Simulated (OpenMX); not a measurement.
**Au in OpenMX: the effect of volume scale**

Au:

```xyz
1
Lattice="0.0000 1.9501 1.9501 1.9501 0.0000 1.9501 1.9501 1.9501 0.0000" Properties=species:S:1:pos:R:3 pbc="T T T"
Au    0.0000    0.0000    0.0000
```

Alike in all runs:

| Item | Value |
| --- | --- |
| Program | OpenMX 3.8.5 |
| Task | single point |
| Functional | PBE |
| Potentials or basis | OpenMX 2013 PBE set, Au7.0-s3p2d2f1, grid cutoff 400 Ry |
| k mesh | 9 × 9 × 9 |
| Occupations | fermi-dirac, width 0.05 eV |
| Spin | no spin polarisation |

Problem. One run gave: pressure 23.0 GPa. Which volume scale did it use?
A. 0.88
B. 1.08
C. 1.04
D. 0.92
E. 0.96

Solution. E.

```csv
volume scale,pressure (GPa)
0.88,51.6
0.92,35.7
0.96,23.0
1,13.1
1.04,5.3
1.08,-0.8
```

Caveats: the basis of atomic orbitals isn't converged, which shifts pressures, moduli and gaps.
